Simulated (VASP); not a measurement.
Set up this calculation in VASP 6.6.1, as the native input.

```yaml
Task: single point
Functional: PBE
Potentials_or_basis: VASP PAW PBE potentials, release 64 (Co, O)
Cutoff: 520 eV
k_mesh: 6 × 6 × 5
Occupations: gaussian, width 0.05 eV
Spin: collinear spin, antiferromagnetic start
Starting_moments: "[2.0, -2.0, 0.0, 0.0] μB"
Hubbard_terms: Co d U = 4 eV
Supercell_matrix: "[0, 1, 1, 1, 0, 1, 1, 1, 0]"
Further_INCAR_settings: ALGO = Normal; EDIFF = 1e-06; NBANDS = 27
```

The structure of CoO lies in POSCAR:

```
CoO
1.0
    3.0160008800      0.0000000000      0.0000000000
    0.0000000000      3.0160008800      0.0000000000
    0.0000000000      0.0000000000      4.2145007200
Co O
2 2
Direct
    0.0000000000      0.0000000000      0.0000000000
    0.5000000000      0.5000000000      0.5000000000
    0.0000000000      0.0000000000      0.5000000000
    0.5000000000      0.5000000000      0.0000000000
```

The input as run:

INCAR

```
SYSTEM = CoO
PREC = Accurate
ENCUT = 520
EDIFF = 1E-6
ISMEAR = 0
SIGMA = 0.05
LREAL = .FALSE.
LASPH = .TRUE.
NELM = 150
ALGO = Normal
ISIF = 2
LWAVE = .FALSE.
LCHARG = .TRUE.
ISPIN = 2
MAGMOM = 2 -2 0 0
LORBIT = 11
LMAXMIX = 4
LDAU = .TRUE.
LDAUTYPE = 2
LDAUL = 2 -1
LDAUU = 4 0
LDAUJ = 0 0
LDAUPRINT = 1
GGA = PE
LELF = .TRUE.
LVHAR = .TRUE.
NBANDS = 27
```

KPOINTS

```
regular mesh
0
G
  6 6 5
  0 0 0
```

Potentials or basis: VASP PAW PBE potentials, release 64 (Co, O).

Command:

```sh
$ cat potpaw_PBE.64/Co/POTCAR potpaw_PBE.64/O/POTCAR > POTCAR
$ mpirun -np 1 vasp_std > vasp.out
```

Results of the run:

```yaml
Pressure: 6.6 GPa
Band_gap_on_the_k_mesh: 0.60 eV
Net_moment: 0.00 μB per cell
Site_moments: Co +2.77, -2.77; O -0.11, +0.11 μB
Valence_electrons_inside_the_program's_atomic_spheres: Co 7.82; O 5.02
```

Caveat: an odd mesh through Γ misses points on the zone boundary, where band edges often lie.

Run time: 29 s on 1 thread of AMD EPYC 9R45 96-Core Processor (Zen 5), on a shared host, peak memory 0.15 GiB.
